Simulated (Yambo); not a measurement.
# ZnSe (Stilleite) (F-43m) in Yambo: notebook

One crystal, ZnSe (Stilleite), is run at these levels: PBE; tasks: G0W0 quasiparticle levels, optical spectrum.

Program: Yambo 5.3.0. These are calculated values, not measurements. Logs are shortened: lines on timing, memory, paths and dates and some standing lists are left out, and cuts for length are marked.

### Step 1. Starting point

The structure is cubic, space group F-43m (No. 216). Conventional cell: a = 5.668 Å, b = 5.668 Å, c = 5.668 Å, α = 90.00°, β = 90.00°, γ = 90.00°. Se (site symmetry -43m) has 4 Zn at 2.45 Å as nearest neighbours. Zn (site symmetry -43m) has 4 Se at 2.45 Å as nearest neighbours.

### Step 2. G0W0 quasiparticle levels, PBE

g0w07.in

```
gw0
dyson
el_el_corr
rim_cut
HF_and_locXC
ppa
em1d
RandQpts= 1000000
RandGvec= 50 RL
EXXRLvcs= 70 Ry
VXCRLvcs= 70 Ry
Chimod= "HARTREE"
% BndsRnXp
 1 | 133 |
%
NGsBlkXp= 12 Ry
% LongDrXp
 1 | 1 | 1 |
%
PPAPntXp= 27.21138 eV
% GbndRnge
 1 | 23 |
%
GTermKind= "BG"
DysSolver= "n"
ExtendOut
% QPkrange
 1 | 1 | 11 | 14 |
%
```

scf.in

```
&CONTROL
  calculation = 'scf'
  prefix = 'pwscf'
  outdir = './tmp'
  pseudo_dir = './pseudo'
/
&SYSTEM
  ibrav = 0
  A = 4.00759839
  nat = 2
  ntyp = 2
  ecutwfc = 70
  nbnd = 20
  occupations = 'smearing'
  smearing = 'fd'
  degauss = 0.00367493
  force_symmorphic = .true.
/
&ELECTRONS
  conv_thr = 4d-10
  electron_maxstep = 120
  mixing_beta = 0.5
/
ATOMIC_SPECIES
Se    78.9710 Se_ONCV_PBE-1.2.upf
Zn    65.3800 Zn_ONCV_PBE-1.2.upf
CELL_PARAMETERS alat
   0.0000000000    0.7071067817    0.7071067817
   0.7071067817    0.0000000000    0.7071067817
   0.7071067817    0.7071067817    0.0000000000
ATOMIC_POSITIONS alat
Se     1.0606601726    1.0606601726    1.0606601726
Zn     0.0000000000    0.0000000000    0.0000000000
K_POINTS automatic
8 8 8 0 0 0
```

nscf.in

```
&CONTROL
  calculation = 'nscf'
  prefix = 'pwscf'
  outdir = './tmp'
  pseudo_dir = './pseudo'
/
&SYSTEM
  ibrav = 0
  A = 4.00759839
  nat = 2
  ntyp = 2
  ecutwfc = 70
  nbnd = 133
  occupations = 'fixed'
  force_symmorphic = .true.
/
&ELECTRONS
  conv_thr = 1d-08
  diago_full_acc = .true.
  diago_thr_init = 1d-06
/
ATOMIC_SPECIES
Se    78.9710 Se_ONCV_PBE-1.2.upf
Zn    65.3800 Zn_ONCV_PBE-1.2.upf
CELL_PARAMETERS alat
   0.0000000000    0.7071067817    0.7071067817
   0.7071067817    0.0000000000    0.7071067817
   0.7071067817    0.7071067817    0.0000000000
ATOMIC_POSITIONS alat
Se     1.0606601726    1.0606601726    1.0606601726
Zn     0.0000000000    0.0000000000    0.0000000000
K_POINTS automatic
4 4 4 0 0 0
```

Potentials or basis: SG15 PBE 1.2.

Launch:

```bash
$ OMP_NUM_THREADS=1 pw.x -in scf.in > scf.out
$ OMP_NUM_THREADS=1 pw.x -in nscf.in > nscf.out
$ cd tmp/pwscf.save; p2y; mv SAVE ../..; cd ../..
$ OMP_NUM_THREADS=1 yambo
$ mkdir -p g0w07; ln -s $PWD/g0w00/ndb.pp* g0w07/
$ mkdir -p g0w07; ln -s $PWD/g0w00/ndb.RIM g0w07/
$ OMP_NUM_THREADS=1 yambo -F g0w07.in -J g0w07 -C g0w07_out
```

Yambo's report:

```text
[... sections 02.01 to 02.04 as in the set-up run ...]

  [02.05] Energies & Occupations
  ==============================

  [X] === General ===
  [X] Electronic Temperature                        :  0.000000  0.000000 [eV K]
  [X] Bosonic    Temperature                        :  0.000000  0.000000 [eV K]
  [X] Finite Temperature mode                       : no
  [X] El. density                                   :  0.57126E+24 [cm-3]
  [X] Fermi Level                                   :  7.021464 [eV]

  [X] === Gaps and Widths ===
  [X] Conduction Band Min                           :  1.276018 [eV]
  [X] Valence Band Max                              :  0.000000 [eV]
  [X] Filled Bands                                  :  13
  [X] Empty Bands                                   :   14  133
  [X] Direct Gap                                    :  1.276018 [eV]
  [X] Direct Gap localized at k                     :  1
  [X] Indirect Gap                                  :  1.276018 [eV]
  [X] Indirect Gap between kpts                     :  1  1
  [X] Last valence band width                       :  2.661100 [eV]
  [X] 1st conduction band width                     :  4.200058 [eV]

 [03] Transferred momenta grid and indexing
 ==========================================

 IBZ Q-points                                      :   8
 BZ  Q-points                                      :   64

 K/Q-points units:
 rlu = crystal or reduced units; cc = cartesian coordinates; iku = interal k-units

 Q [1]          [rlu]:  0.000000  0.000000  0.000000
 Q [2]          [rlu]:  0.12022E-16  0.12022E-16  0.25000
 Q [3]          [rlu]: -0.76452E-17 -0.76452E-17 -0.50000
 Q [4]          [rlu]:  0.63526E-17  0.25000      0.25000
 Q [5]          [rlu]:  0.52077E-16  0.25000      0.50000
 Q [6]          [rlu]: -0.76452E-17  0.25000     -0.25000
 Q [7]          [rlu]: -0.12705E-16 -0.50000     -0.50000
 Q [8]          [rlu]:  0.250000 -0.500000 -0.250000

 [04] Coloumb potential Random Integration (RIM)
 ===============================================

 Summary of Coulomb integrals for non-metallic bands |Q|[au] RIM/Bare

 Q [1] 0.100000E-4 0.995870 * Q [2] 0.254029 1.063761
 Q [4] 0.293327 1.062979 * Q [6] 0.414827 1.026387
 Q [5] 0.486428 1.018651 * Q [3] 0.508057 1.016906
 Q [7] 0.586654 1.013309 * Q [8] 0.655899 1.010246

 [05] Dipoles
 ============

  [05.01] Setup: observables and procedures
  =========================================

  [WF-Oscillators/G space/Transverse up loader] Normalization (few states)  min/max  :  0.17379E-16   1.0000

  [WR./g0w07//ndb.dipoles]--------------------------------------------------------
   Brillouin Zone Q/K grids (IBZ/BZ)                :    8   64    8   64
   RL vectors                                       :   3839 [WF]
   Fragmentation                                    : yes
   Electronic Temperature                           :  0.000000 [K]
   Bosonic    Temperature                           :  0.000000 [K]
   DIP band range                                   :    1  133
   DIP band range limits                            :  13  14
   DIP e/h energy range                             : -1.000000 -1.000000 [eV]
   RL vectors in the sum                            :   3839
   [r,Vnl] included                                 : yes
   Bands ordered                                    : yes
   Direct v evaluation                              : no
   Approach used                                    : G-space v
   Dipoles computed                                 : R V P [G-space]
   Wavefunctions                                    : Perdew, Burke & Ernzerhof(X)+Perdew, Burke & Ernzerhof(C)

 [06] Dynamic Dielectric Matrix (PPA)
 ====================================

 [07] Local Exchange-Correlation + Non-Local Fock
 ================================================

 [VXC] Plane waves :  3119
 [EXS] Plane waves :  3119

 QP @ state[ 1 ] K range:  1  1
 QP @ state[ 1 ] b range:  11  14

 [xc] Functional : Perdew, Burke & Ernzerhof(X)+Perdew, Burke & Ernzerhof(C)
 [xc] LIBXC used to calculate xc functional
 [WR./g0w07//ndb.HF_and_locXC]---------------------------------------------------
  Brillouin Zone Q/K grids (IBZ/BZ)                :    8   64    8   64
  RL vectors                                       :   3839 [WF]
  Fragmentation                                    : no
  Electronic Temperature                           :  0.000000 [K]
  Bosonic    Temperature                           :  0.000000 [K]
  Green`s function   wavefunctions                 : Perdew, Burke & Ernzerhof(X)+Perdew, Burke & Ernzerhof(C)
  Total number of QP states                        :   4
  Exchange RL vectors                              :  3119
  Exchange summation bands                         :  13
  RIM RL components                                :   51
  RIM random points                                :  1000000

 [xc] E_xc :  -20.32297 [Ha]
      E_xc :  -40.64593 [Ry]

  Local XC kind (lXC) : Perdew, Burke & Ernzerhof(X)+Perdew, Burke & Ernzerhof(C)
  Non-Local XC kind (nlXC) : Hartree-Fock

  Corrections @ K [1] :  [eV]
 <11|nlXC|11> = -17.75292  0.77556E-17 <11|lXC|11> = -15.06490  0.38427E-15
 <12|nlXC|12> = -17.75287 -0.30864E-18 <12|lXC|12> = -15.06490  0.75527E-15
 <13|nlXC|13> = -17.75287  0.10144E-16 <13|lXC|13> = -15.06490 -0.37771E-15
 <14|nlXC|14> = -7.215651 -0.67809E-17 <14|lXC|14> = -11.15557 -0.10702E-20

 [08] Dyson equation: Newton solver
 ==================================

 [WARNING] Response block size in GW reduced to 229     RL (6022    mHa)

  [08.01] G0W0 (W PPA)
  ====================

  [  GW  ] Bands range     :   1  23
  [GW/PPA] G damping       :  0.100000 [eV]

  QP @ state[ 1 ] K range:  1  1
  QP @ state[ 1 ] b range:  11  14

   Current Q-pt index             :  1
   :: PP condition fails/total    :  0.341222
   :: Time ordering fails/rest    :  0.499812
   :: Mean rel dev of PP cond     :  0.341273
   Current Q-pt index             :  2
   :: PP condition fails/total    :  0.345379
   :: Time ordering fails/rest    :  0.499811
   :: Mean rel dev of PP cond     :  0.345438
   Current Q-pt index             :  3
   :: PP condition fails/total    :  0.333937
   :: Time ordering fails/rest    :  0.500444
   :: Mean rel dev of PP cond     :  0.333988
   Current Q-pt index             :   4
   :: PP condition fails/total    :  0.344845
   :: Time ordering fails/rest    :  0.499432
   :: Mean rel dev of PP cond     :  0.344902
   Current Q-pt index             :   5
   :: PP condition fails/total    :  0.332335
   :: Time ordering fails/rest    :  0.500100
   :: Mean rel dev of PP cond     :  0.332384
   Current Q-pt index             :   6
   :: PP condition fails/total    :  0.335882
   :: Time ordering fails/rest    :  0.499928
   :: Mean rel dev of PP cond     :  0.335934
   Current Q-pt index             :   7
   :: PP condition fails/total    :  0.331077
   :: Time ordering fails/rest    :  0.499815
   :: Mean rel dev of PP cond     :  0.331123
   Current Q-pt index             :   8
   :: PP condition fails/total    :  0.333403
   :: Time ordering fails/rest    :  0.499814
   :: Mean rel dev of PP cond     :  0.333452

  [08.02] QP properties and I/O
  =============================

  Legend (energies in eV)
  - B  : Band       - Eo  : bare energy
  - E  : QP energy  - Z   : Renormalization factor
  - So : Sc(Eo)     - S   : Sc(E)
  - dSp: Sc derivative precision

  - lXC: Local XC (Perdew, Burke & Ernzerhof(X)+Perdew, Burke & Ernzerhof(C))
  -nlXC: non-Local XC (Hartree-Fock)

  QP [eV] @ K [1] (iku):  0.000000  0.000000  0.000000
   B=11 Eo= -0.00 E= -0.67 E-Eo= -0.67 Re(Z)=0.81 Im(Z)=-0.135968E-2 nlXC= -17.7529 lXC= -15.0649 So=  1.85113
   B=12 Eo= -0.00 E= -0.69 E-Eo= -0.69 Re(Z)=0.81 Im(Z)=-0.135961E-2 nlXC= -17.7529 lXC= -15.0649 So=  1.83698
   B=13 Eo=  0.00 E= -0.69 E-Eo= -0.69 Re(Z)=0.81 Im(Z)=-0.135960E-2 nlXC= -17.7529 lXC= -15.0649 So=  1.83676
   B=14 Eo=  1.28 E=  1.50 E-Eo=  0.22 Re(Z)=0.82 Im(Z)=-0.128462E-2 nlXC= -7.21565 lXC= -11.1556 So= -3.66643

  [WR./g0w07//ndb.QP]-------------------------------------------------------------
   Lattice constants                                :  5.355106  5.355106  5.355106
   Coulomb cutoff potential                         : none
   Electronic Temperature                           :  0.000000 [K]
   Bosonic    Temperature                           :  0.000000 [K]
   Green`s function   energies                      : Perdew, Burke & Ernzerhof(X)+Perdew, Burke & Ernzerhof(C)
   wavefunctions                                    : Perdew, Burke & Ernzerhof(X)+Perdew, Burke & Ernzerhof(C)
   PPA    diel. fun.  energies                      : Perdew, Burke & Ernzerhof(X)+Perdew, Burke & Ernzerhof(C)
   wavefunctions                                    : Perdew, Burke & Ernzerhof(X)+Perdew, Burke & Ernzerhof(C)
   QP tot states                                    :   4
   GW solver                                        : Newton
   GW approximation                                 : PPA
   PPA imaginary Energy                             :  27.21138 ev
   RIM G`s                                          :   51
   RIM random pts                                   :  1000000
   dS/dw steps                                      :  2
   dS/dw step                                       :  0.100000 ev
   X G`s                                            :  229 used
   X G`s                                            :  229 disk
   X bands                                          :    1  133
   X poles                                          :  100.0000 o/o
   X e/h E range                                    : -1.000000 -1.000000 ev
   X Hxc Kernel                                     : HARTREE
   X BZ energy Double Grid                          : no
   X Optical Averaged directions                    : none
   Sc/G bands                                       :   1  23
   Sc/G damping                                     :  0.100000 ev
   Sc bands terminator                              : yes
   Sc terminator kind                               : BG
   Sc Terminator pole                               :  40.81708
   Sx RL components                                 :  3119

   QP @ state[ 1 ] K range                          :  1  1
   QP @ state[ 1 ] b range                          :  11  14
   GF energies kind                                 : Perdew, Burke & Ernzerhof(X)+Perdew, Burke & Ernzerhof(C)
   GF WF`s kind                                     : Perdew, Burke & Ernzerhof(X)+Perdew, Burke & Ernzerhof(C)
   Xs energies kind                                 : Perdew, Burke & Ernzerhof(X)+Perdew, Burke & Ernzerhof(C)
   Xs WF`s kind                                     : Perdew, Burke & Ernzerhof(X)+Perdew, Burke & Ernzerhof(C)
```

Results:

```
Band gap on the k mesh, mean-field level          : 1.28 eV, direct
Quasiparticle gap                                 : 2.18 eV
Least direct quasiparticle gap                    : 2.18 eV
Quasiparticle gap at Γ                            : 2.18 eV
Band gap of the same states before the correction : 1.28 eV
```

Quasiparticle terms (eV):
| k point | band | Kohn-Sham level | Vxc | Σx | Σc | Z | result |
| --- | --- | --- | --- | --- | --- | --- | --- |
| (0.000, 0.000, 0.000) | 11 | 0.00 | -15.06 | -17.75 | 1.85 | 0.81 | -0.67 |
| (0.000, 0.000, 0.000) | 12 | 0.00 | -15.06 | -17.75 | 1.84 | 0.81 | -0.69 |
| (0.000, 0.000, 0.000) | 13 | 0.00 | -15.06 | -17.75 | 1.84 | 0.81 | -0.69 |
| (0.000, 0.000, 0.000) | 14 | 1.28 | -11.16 | -7.22 | -3.67 | 0.82 | 1.50 |

Caveat: the k mesh is coarse (spacing up to 0.48 Å⁻¹), so the values aren't converged; this version prints the column dSc/dw multiplied by 27.2; the terminator is approximate in this version, by hundredths of an eV. A k mesh can miss the band edges.

[end of part 1 of 2]
